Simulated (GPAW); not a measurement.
# MoS2 (R3m) in GPAW: further runs

One crystal, MoS2, is run at these levels: LDA, PBE, LDA+U, r2SCAN; tasks: band structure, dielectric tensor, G0W0 quasiparticle levels, equation of state.

Program: GPAW 26.7.0. These are calculated values, not measurements. Logs are shortened: lines on timing, memory, paths and dates and some standing lists are left out, and cuts for length are marked. The log counts tension as positive stress, the text compression.

## 1. The structure

The structure is trigonal, space group R3m (No. 160). Conventional cell: a = 3.160 Å, b = 3.160 Å, c = 18.450 Å, α = 90.00°, β = 90.00°, γ = 120.00°. Mo (site symmetry 3m) has 6 S at 2.39 Å as nearest neighbours. S (site symmetry 3m) has 3 Mo at 2.39 Å as nearest neighbours. S (site symmetry 3m) is surrounded by 3 Mo at 2.39 Å.

Measurements of this composition are mostly on another form, of space group No. 194.

## 2. Band structure, LDA

run.py reads:

```python
from ase import Atoms
from ase.dft.bandgap import bandgap
from ase.io import write
from ase.units import GPa
from gpaw import GPAW, PW

atoms = Atoms(['Mo', 'S', 'S'],
              cell=[[1.58, 0.9122134253, 6.15],
                    [-1.58, 0.9122134253, 6.15],
                    [0.0, -1.8244268506, 6.15]],
              scaled_positions=[[0.0, 0.0, 0.0],
                                [0.417, 0.417, 0.417],
                                [0.25, 0.25, 0.25]],
              pbc=True)

calc = GPAW(mode=PW(600),
            xc='LDA',
            kpts={'size': (7, 7, 7), 'gamma': True},
            occupations={'name': 'fermi-dirac', 'width': 0.05},
            nbands=25,
            convergence={'density': 1e-05, 'energy': 1e-05},
            maxiter=150,
            txt='gpaw.txt')
atoms.calc = calc
energy = atoms.get_potential_energy()
forces = atoms.get_forces()
stress = atoms.get_stress()
calc.write('gs.gpw')
write('result.traj', atoms)
print(f'Energy: {energy:.6f} eV')
print('Forces (eV/A):')
print(forces.round(4))
print('Stress (GPa):', (stress / GPa).round(3))
print('Fermi level:', round(calc.get_fermi_level(), 4), 'eV')
print(f'Gap: {bandgap(calc)[0]:.4f} eV, direct: {bandgap(calc, direct=True)[0]:.4f} eV')

path = atoms.cell.bandpath('GLB1,BZGX,QFP1Z,LP', npoints=80, eps=1e-4)
bs_calc = calc.fixed_density(kpts=path, symmetry='off', nbands=39,
                             convergence={'bands': 'CBM+6.0', 'eigenstates': 1e-6}, txt='bands.txt')
bs = bs_calc.band_structure()
bs.write('bs.json')
print(f'Gap on the path: {bandgap(bs_calc)[0]:.4f} eV')
```

Potentials or basis: the program's PAW data sets (release 1.2.1) made for this functional, pw.

Command:

```sh
> OMP_NUM_THREADS=1 python run.py
```

gpaw.txt:

```text
__  _  _
 | _ |_)|_||  |
 |__||  | ||/\| - 26.7.0

Input parameters:
  mode=PW(ecut=600.0),
  convergence={'density': 1e-05, 'energy': 1e-05},
  kpts=MonkhorstPack(size=(7, 7, 7), gamma=True),
  maxiter=150,
  nbands=25,
  occupations=Occupations(name='fermi-dirac', width=0.05),
  xc=XC(name='LDA')

Diagonalizing LCAO Hamiltonian
Converting LCAO to pw mode

       S

       S

       Mo

Atoms  # Å, Bohr magnetons
|   | symbol |        x |         y |        z |    initial magnetic moments |
|---|--------|----------|-----------|----------|-----------------------------|
| 0 |     Mo | 0.000000 |  0.000000 | 0.000000 | ( 0.0000,  0.0000,  0.0000) |
| 1 |      S | 0.000000 | -0.000000 | 7.693650 | ( 0.0000,  0.0000,  0.0000) |
| 2 |      S | 0.000000 |  0.000000 | 4.612500 | ( 0.0000,  0.0000,  0.0000) |

Unit cell  # Å
| periodic |         x |         y |        z |  lengths |    angles |
|----------|-----------|-----------|----------|----------|-----------|
|      yes |  1.580000 |  0.912213 | 6.150000 | 6.414907 | 28.517500 |
|      yes | -1.580000 |  0.912213 | 6.150000 | 6.414907 | 28.517500 |
|      yes |  0.000000 | -1.824427 | 6.150000 | 6.414907 | 28.517500 |

Number of symmetries: 6
Symmetry operations  # r_c * U_cc + t_c -> r_c
|   | kind |            matrix            |
|---|------|------------------------------|
| 0 |  E   |  1, 0, 0,  0, 1, 0,  0, 0, 1 |
| 1 |  σ   |  1, 0, 0,  0, 0, 1,  0, 1, 0 |
| 2 |  σ   |  0, 1, 0,  1, 0, 0,  0, 0, 1 |
| 3 |  C3  |  0, 1, 0,  0, 0, 1,  1, 0, 0 |
| 4 |  C3  |  0, 0, 1,  1, 0, 0,  0, 1, 0 |
| 5 |  σ   |  0, 0, 1,  0, 1, 0,  1, 0, 0 |

BZ-sampling:
  Number of BZ points: 343
  Number of IBZ points: 44

  Monkhorst-Pack size: [7, 7, 7]
  Monkhorst-Pack shift: [0, 0, 0]

K-points  # in reciprocal-cell coordinates
|     |                                coordinates |     weight |
|-----|--------------------------------------------|------------|
|   0 | (  0.00000000,   0.00000000,   0.00000000) | 0.00291545 |
|   1 | (  0.14285714,   0.00000000,  -0.14285714) | 0.01749271 |
|   2 | (  0.14285714,   0.00000000,   0.00000000) | 0.01749271 |
|   3 | (  0.14285714,   0.14285714,  -0.14285714) | 0.01749271 |
|   4 | (  0.14285714,   0.14285714,   0.00000000) | 0.01749271 |
|   5 | (  0.14285714,   0.14285714,   0.14285714) | 0.00583090 |
|   6 | (  0.28571429,  -0.14285714,  -0.14285714) | 0.01749271 |
|   7 | (  0.28571429,   0.00000000,  -0.28571429) | 0.01749271 |
|   8 | (  0.28571429,   0.00000000,  -0.14285714) | 0.03498542 |
|   9 | (  0.28571429,   0.00000000,   0.00000000) | 0.01749271 |
| ... |                                            |            |
|  43 | (  0.42857143,   0.42857143,   0.42857143) | 0.00583090 |

Plane wave coefficients: 1788
Cutoff: 600.0 eV

Spin-components: 1 (collinear spins)
Bands:           25
Projectors:      16
Spin-degeneracy: 2
Datatype:        complex128

Parallelization:
  kpt:    1
  domain: 1
  band:   1

Density:
  Valence electrons: 26.0
  Components: 1
  Grid points: [40 40 40]
  Charge: 0.0  # |e|

Potential:
  Grid points: [40 40 40]

species:
  Mo:
    name:    Molybdenum
    Z:       42.0
    valence: 14
    core:    28
    charge:  0.0  # [|e|]
    compensation charges:
      type: gauss
      rc: 0.38  # [Å]
      lmax: 2
    cutoffs:
      filter: 2.16  # [Å]
      core: 1.42  # [Å]
    projectors
    | kind |    occ | energy [eV] | rcut [Å] |
    |------|--------|-------------|----------|
    |   4s |  2.000 |     -64.384 |    1.238 |
    |   5s |  1.000 |      -4.319 |    1.238 |
    |   4p |  6.000 |     -38.595 |    1.296 |
    |   5p |  0.000 |      -1.161 |    1.296 |
    |   4d |  5.000 |      -3.933 |    1.296 |
    |    d |        |      23.278 |    1.296 |

    Using partial waves for Mo as LCAO basis

  S:
    name:    Sulfur
    Z:       16.0
    valence: 6
    core:    10
    charge:  0.0  # [|e|]
    compensation charges:
      type: gauss
      rc: 0.24  # [Å]
      lmax: 2
    cutoffs:
      filter: 1.77  # [Å]
      core: 1.66  # [Å]
    projectors
    | kind |    occ | energy [eV] | rcut [Å] |
    |------|--------|-------------|----------|
    |   3s |  2.000 |     -17.278 |    0.974 |
    |   3p |  4.000 |      -7.106 |    0.979 |
    |    s |        |       9.933 |    0.974 |
    |    p |        |      20.105 |    0.979 |
    |    d |        |       0.000 |    0.900 |

    Using partial waves for S as LCAO basis

Reference energy: -131668.980924  # eV

eigensolver:
  PPCG
  Converge bands: occupied
  niter=2

density mixing:
  MSR1-Mixer
  Pratt-step length: 0.05
  Maximum mixing coefficient: 0.75
  Old densities: 10
  SVD Regularization: 0.005
  Good broyden scale: 1.0
  Trust region scale: 1.0
  Backstep threshold: 4.0
  History deletion threshold: 6.0
  Fourier metric: weight=20.0, sigma=0.015

occupation numbers:
  Fermi-Dirac:
    width: 0.0500  # eV

poisson solver:
  ecut: 4800.0  # eV

xc functional:
  name: None

convergence criteria:
[... 6 lines left out ...]
|iter     | |      energy | eigst |  dens |
|---------|-|-------------|-------|-------|
|iter:   1| |  -26.462204 | +0.37 |       |
|iter:   2| |  -25.956089 | -1.59 | -0.99 |
|iter:   3| |  -24.896577 | -1.29 | -1.06 |
|iter:   4| |  -24.856184 | -2.48 | -1.53 |
|iter:   5| |  -24.852135 | -3.26 | -1.87 |
|iter:   6| |  -24.849647 | -4.12 | -2.32 |
|iter:   7| |  -24.849607 | -4.98 | -2.94 |
|iter:   8| |  -24.849588c| -5.88 | -3.36 |
|iter:   9| |  -24.849582c| -6.51 | -3.64 |
|iter:  10| |  -24.849582c| -8.16c| -4.44 |
|iter:  11| |  -24.849582c| -8.62c| -5.16c|

Converged in 11 steps
Energy contributions relative to reference atoms: (reference = -131668.980924)

Energy contributions:
  Kinetic:           0.132387
  Coulomb:          -5.808408
  Zero:             -0.097486
  External:          0.000000
  Xc:              -19.076074
  Entropy:          -0.000002
  Spinorbit:         0.000000
  ----------------------------
  Free energy:     -24.849582
  Extrapolated:    -24.849582

dipole moment: (0.000000, 0.000000, -86.421111)  # |e|*Ang

Fermi level: 8.551
Eigenvalues  # (at kpt = [0.000, 0.000, 0.000])
| band index |      eig [eV] | occ [0-2] |
|------------|---------------|-----------|
|          0 |       -53.365 |     2.000 |
|        ... |               |           |
|          5 |        -5.237 |     2.000 |
|          6 |         1.088 |     2.000 |
|          7 |         4.642 |     2.000 |
|          8 |         4.642 |     2.000 |
|          9 |         5.780 |     2.000 |
|         10 |         5.780 |     2.000 |
[... 8 lines left out ...]
|         19 |        16.388 |     0.000 |
|         20 |        18.152 |     0.000 |
|        ... |               |           |
|         24 |        20.948 |     0.000 |

Gap: 0.994 eV
Transition (v -> c):
  (s=0, k=43, n=12, [0.43, 0.43, 0.43]) -> (s=0, k=1, n=13, [0.14, 0.00, -0.14])
Direct/indirect transitions are different
Direct gap: 2.108 eV
Transition at: (s=0, k=43, n=12, [0.43, 0.43, 0.43])

Forces  # eV/Ang
|        x |        y |        z |
|----------|----------|----------|
|  0.00000 |  0.00000 |  0.08261 |  # Mo   0
| -0.00000 | -0.00000 | -0.05447 |  # S    1
|  0.00000 |  0.00000 | -0.02813 |  # S    2

Stress tensor  # eV/Ang^3
|        x |         y |         z |
|----------|-----------|-----------|
| 0.023252 |  0.000000 |  0.000000 |
| 0.000000 |  0.023252 | -0.000000 |
| 0.000000 | -0.000000 |  0.008513 |

# Writing to gs.gpw (mode='')
```

Wall time 2.3 min (1 thread of Intel Xeon 6975P-C (Granite Rapids), shared host); peak memory 0.44 GiB.

Results:

```yaml
Free_energy: -24.8496 eV
Pressure: -2.9 GPa
Largest_force: 0.083 eV/Å
Band_gap_on_the_k_mesh: 0.99 eV, indirect (least direct gap 2.11 eV)
Band_gap_along_the_path: 0.84 eV, indirect (least direct gap 1.71 eV)
```

Forces on the atoms (eV/Å):
```
Mo   0.000  0.000  0.083
S    0.000  0.000 -0.054
S    0.000  0.000 -0.028
```

Levels at the corners of the path, in eV from the valence-band top:
```
point  band 9  band 10  band 11  band 12  band 13  band 14  band 15  band 16  band 17  band 18
    Γ   -3.48    -2.34    -2.34    -1.26    -1.21     1.99     1.99     2.43     2.43     5.37
    L   -5.05    -4.06    -2.34    -1.67    -1.52     1.52     1.94     3.38     3.45     5.10
   B1   -4.93    -4.39    -3.80    -2.80    -0.83     0.92     2.21     2.95     4.16     6.20
    B   -4.93    -4.39    -3.80    -2.80    -0.83     0.92     2.21     2.95     4.16     6.20
    Z   -3.49    -3.49    -2.31    -2.31     0.00     2.09     2.09     2.29     2.29     5.48
    Γ   -3.48    -2.34    -2.34    -1.26    -1.21     1.99     1.99     2.43     2.43     5.37
    X   -4.98    -4.39    -3.72    -2.85    -0.82     0.89     2.22     2.94     4.17     6.10
    Q   -4.98    -4.39    -3.72    -2.85    -0.82     0.89     2.22     2.94     4.17     6.10
    F   -4.76    -3.98    -2.92    -1.85    -1.34     1.47     2.07     2.91     3.88     5.86
   P1   -4.83    -4.00    -2.80    -1.81    -1.37     1.48     2.09     2.97     3.77     5.44
    Z   -3.49    -3.49    -2.31    -2.31     0.00     2.09     2.09     2.29     2.29     5.48
    L   -5.05    -4.06    -2.34    -1.67    -1.52     1.52     1.94     3.38     3.45     5.10
    P   -4.83    -4.00    -2.80    -1.81    -1.37     1.48     2.09     2.97     3.77     5.44
```

Caveat: the mesh misses the band edges, which the band path finds closer together; the program warned that so skewed a cell can give wrong results. Expect the measured gap to be larger: semilocal functionals such as LDA lack the derivative discontinuity.

## 3. Dielectric tensor, PBE

run.py reads:

```python
import numpy as np
from ase import Atoms
from ase.dft.bandgap import bandgap
from ase.io import write
from gpaw import GPAW, PW
from gpaw.response.df import DielectricFunction

atoms = Atoms(['Mo', 'S', 'S'],
              cell=[[1.58, 0.9122134253, 6.15],
                    [-1.58, 0.9122134253, 6.15],
                    [0.0, -1.8244268506, 6.15]],
              scaled_positions=[[0.0, 0.0, 0.0],
                                [0.417, 0.417, 0.417],
                                [0.25, 0.25, 0.25]],
              pbc=True)

calc = GPAW(mode=PW(450),
            xc='PBE',
            kpts={'size': (8, 8, 8), 'gamma': True},
            occupations={'name': 'fermi-dirac', 'width': 0.001},
            nbands=25,
            convergence={'density': 1e-06},
            maxiter=150,
            txt='gpaw.txt')
atoms.calc = calc
energy = atoms.get_potential_energy()
calc.write('gs.gpw')
write('result.traj', atoms)
print(f'Energy: {energy:.6f} eV')
print('Fermi level:', round(calc.get_fermi_level(), 4), 'eV')
print(f'Gap: {bandgap(calc)[0]:.4f} eV, direct: {bandgap(calc, direct=True)[0]:.4f} eV')

for size in [(13, 13, 13), (19, 19, 19)]:
    name = 'x'.join(str(n) for n in size)
    dense = calc.fixed_density(kpts={'size': size, 'gamma': True},
                               nbands=49, convergence={'bands': 43, 'eigenstates': 1e-7},
                               update_fermi_level=True, txt=f'dense-{name}.txt')
    dense.write(f'{name}.gpw', mode='all')
    df = DielectricFunction(f'{name}.gpw', frequencies=np.array([0.0]), hilbert=False, eta=0.001,
                            ecut=80, nbands=43, intraband=False, txt=f'df-{name}.txt')
    for xc in ['RPA', 'LR0.2', 'LR0.1']:
        for direction in ['x', 'y', 'z', [0, 1, 1], [1, 0, 1], [1, 1, 0]]:
            e0, e = df.get_macroscopic_dielectric_constant(xc=xc, direction=direction)
            print(f'{name} {xc} {direction}: {e0:.4f} without, {e:.4f} with local fields')
```

Potentials or basis: GPAW PAW data sets (gpaw-data 1.2.1), pw.

Command:

```sh
> OMP_NUM_THREADS=1 python run.py
```

gpaw.txt:

```text
__  _  _
 | _ |_)|_||  |
 |__||  | ||/\| - 26.7.0

Input parameters:
  mode=PW(ecut=450.00000000000006),
  convergence={'density': 1e-06},
  kpts=MonkhorstPack(size=(8, 8, 8), gamma=True),
  maxiter=150,
  nbands=25,
  occupations=Occupations(name='fermi-dirac', width=0.001),
  xc=XC(name='PBE')

Diagonalizing LCAO Hamiltonian
Converting LCAO to pw mode

       S

       S

       Mo

Atoms  # Å, Bohr magnetons
|   | symbol |        x |         y |        z |    initial magnetic moments |
|---|--------|----------|-----------|----------|-----------------------------|
| 0 |     Mo | 0.000000 |  0.000000 | 0.000000 | ( 0.0000,  0.0000,  0.0000) |
| 1 |      S | 0.000000 | -0.000000 | 7.693650 | ( 0.0000,  0.0000,  0.0000) |
| 2 |      S | 0.000000 |  0.000000 | 4.612500 | ( 0.0000,  0.0000,  0.0000) |

Unit cell  # Å
| periodic |         x |         y |        z |  lengths |    angles |
|----------|-----------|-----------|----------|----------|-----------|
|      yes |  1.580000 |  0.912213 | 6.150000 | 6.414907 | 28.517500 |
|      yes | -1.580000 |  0.912213 | 6.150000 | 6.414907 | 28.517500 |
|      yes |  0.000000 | -1.824427 | 6.150000 | 6.414907 | 28.517500 |

Number of symmetries: 6
Symmetry operations  # r_c * U_cc + t_c -> r_c
|   | kind |            matrix            |
|---|------|------------------------------|
| 0 |  E   |  1, 0, 0,  0, 1, 0,  0, 0, 1 |
| 1 |  σ   |  1, 0, 0,  0, 0, 1,  0, 1, 0 |
| 2 |  σ   |  0, 1, 0,  1, 0, 0,  0, 0, 1 |
| 3 |  C3  |  0, 1, 0,  0, 0, 1,  1, 0, 0 |
| 4 |  C3  |  0, 0, 1,  1, 0, 0,  0, 1, 0 |
[... 123 lines left out ...]

xc functional:
  name: PBE with 2 nearest neighbor stencil

convergence criteria:
- Maximum integral of absolute [dens]ity change: 1e-06 electrons / valence electron
- Maximum [total energy] change in last 3 cyles: 0.0005 eV / valence electron
- Maximum integral of absolute [eigenst]ate change: 4e-08 eV^2 / valence electron
maximum number of iterations: 150

SCF iterations
|iter     | |      energy | eigst |  dens |
|---------|-|-------------|-------|-------|
|iter:   1| |  -23.657539 | +0.32 |       |
|iter:   2| |  -23.122766 | -1.59 | -0.98 |
|iter:   3| |  -22.058950 | -1.26 | -1.05 |
|iter:   4| |  -22.037891 | -2.42 | -1.51 |
|iter:   5| |  -22.040802 | -3.04 | -1.82 |
|iter:   6| |  -22.037100c| -3.95 | -2.19 |
|iter:   7| |  -22.037094c| -4.78 | -2.92 |
|iter:   8| |  -22.037078c| -5.80 | -3.34 |
|iter:   9| |  -22.037072c| -6.44 | -3.60 |
|iter:  10| |  -22.037072c| -7.80c| -4.34 |
|iter:  11| |  -22.037072c| -8.38c| -5.04 |
|iter:  12| |  -22.037072c| -9.01c| -5.75 |
|iter:  13| |  -22.037072c| -9.70c| -6.38c|

Converged in 13 steps
Energy contributions relative to reference atoms: (reference = -131849.312427)

Energy contributions:
  Kinetic:           3.390328
  Coulomb:          -8.669024
  Zero:             -0.191782
  External:          0.000000
  Xc:              -16.566594
  Entropy:          -0.000000
  Spinorbit:         0.000000
  ----------------------------
  Free energy:     -22.037072
  Extrapolated:    -22.037072

dipole moment: (0.000000, 0.000000, -86.196111)  # |e|*Ang

Fermi level: 9.278
Eigenvalues  # (at kpt = [0.000, 0.000, 0.000])
| band index |      eig [eV] | occ [0-2] |
|------------|---------------|-----------|
|          0 |       -53.289 |     2.000 |
|        ... |               |           |
|          5 |        -5.071 |     2.000 |
|          6 |         1.362 |     2.000 |
|          7 |         4.887 |     2.000 |
|          8 |         4.887 |     2.000 |
|          9 |         6.022 |     2.000 |
|         10 |         6.022 |     2.000 |
[... 8 lines left out ...]
|         19 |        16.824 |     0.000 |
|         20 |        18.447 |     0.000 |
|        ... |               |           |
|         24 |        21.358 |     0.000 |

Gap: 1.020 eV
Transition (v -> c):
  (s=0, k=64, n=12, [0.50, 0.50, 0.50]) -> (s=0, k=8, n=13, [0.25, 0.00, -0.12])
Direct/indirect transitions are different
Direct gap: 2.001 eV
Transition at: (s=0, k=22, n=12, [0.38, 0.00, -0.38])
# Writing to gs.gpw (mode='')
```

stdout:

```text
<dir> UserWarning: The angles between your unit-cell vectors are 28.5, 28.5 and 28.5 degrees.  Results may be wrong!  Please Niggli-reduce your unit-cell so that the angles are closer to 90 degrees:

  from ase.build import niggli_reduce
  niggli_reduce(atoms)

  warnings.warn(
Energy: -22.037072 eV
[... 28 lines left out ...]
19x19x19 LR0.2 z: 8.8548 without, 6.1400 with local fields
19x19x19 LR0.2 [0, 1, 1]: 11.6805 without, 11.0065 with local fields
19x19x19 LR0.2 [1, 0, 1]: 11.6805 without, 11.0065 with local fields
19x19x19 LR0.2 [1, 1, 0]: 14.5063 without, 16.6236 with local fields
19x19x19 LR0.1 x: 14.5063 without, 14.8893 with local fields
19x19x19 LR0.1 y: 14.5063 without, 14.8893 with local fields
19x19x19 LR0.1 z: 8.8548 without, 5.9309 with local fields
19x19x19 LR0.1 [0, 1, 1]: 11.6805 without, 10.2616 with local fields
19x19x19 LR0.1 [1, 0, 1]: 11.6805 without, 10.2616 with local fields
19x19x19 LR0.1 [1, 1, 0]: 14.5063 without, 14.8893 with local fields
```

Wall time 31 min (1 thread of Intel Xeon Platinum 8375C at 2.90GHz (Ice Lake), shared host); peak memory 1.5 GiB.

Results:

```
Free energy                             : -22.0371 eV
Band gap on the k mesh                  : 1.02 eV, indirect (least direct gap 2.00 eV)
Electronic dielectric tensor (diagonal) : 13.50, 13.50, 5.74
```

Electronic dielectric tensor:
```
13.50  0.00  0.00
 0.00 13.50  0.00
 0.00  0.00  5.74
```

Caveat: the long-wavelength limit can be off by several per cent where d states take part; an odd mesh through Γ misses points on the zone boundary, where band edges often lie; the program warned that so skewed a cell can give wrong results.

[end of part 1 of 2]
